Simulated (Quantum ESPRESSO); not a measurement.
# KCl (Sylvite) under changes of volume

One of the cells (31.151 Å³/atom); the others are scaled copies at fixed shape and fractional positions:

```
CELL_PARAMETERS angstrom
0.00000 3.14647 3.14647
3.14647 0.00000 3.14647
3.14647 3.14647 0.00000
ATOMIC_POSITIONS crystal
K 0.00000 0.00000 0.00000
Cl 0.50000 0.50000 0.50000
```

- Program: Quantum ESPRESSO 7.5
- Functional: r2SCAN
- Potentials or basis: SG15 PBE 1.2
- Cutoff: 952 eV
- Density cutoff: 3810 eV
- k mesh: 5 × 5 × 5
- Occupations: fermi-dirac, width 0.05 eV
- Spin: no spin polarisation

```tsv
volume (Å³/atom)	energy over the lowest point (meV/atom)	pressure (GPa)	gap on the mesh (eV)
29.282	6.89	1.3	5.97
29.905	?	?	?
30.528	0.56	0.3	5.81
31.151	0.00	-0.1	5.74
31.774	0.91	-0.4	5.67
32.397	3.13	-0.7	5.61
33.020	6.50	-1.0	5.55
```

What does the run at 29.905 Å³/atom give?

Energy over the lowest point 2.79 meV/atom; pressure 0.8 GPa; gap on the mesh 5.89 eV.

Worked out: A Birch-Murnaghan fit of order 3 (a polynomial in V^(-2/3)) to the other rows has its minimum at 31.06 Å³/atom with B0 = V·E''(V) = 19.2 GPa and B' = 5.1. It gives 2.79 meV/atom at 29.905 Å³/atom, against the run's 2.79, and -dE/dV = 0.8 GPa, against 0.8. A straight line through the other rows of the gap, of slope -3.49 eV per unit of ln V (its deformation potential), gives 5.89 eV, against the run's 5.89.

Energies are extrapolated to zero smearing.

Caveats: the potentials were made for another functional, which shifts forces and pressure; this potential file gives levels or pressures that part from those of other sets.
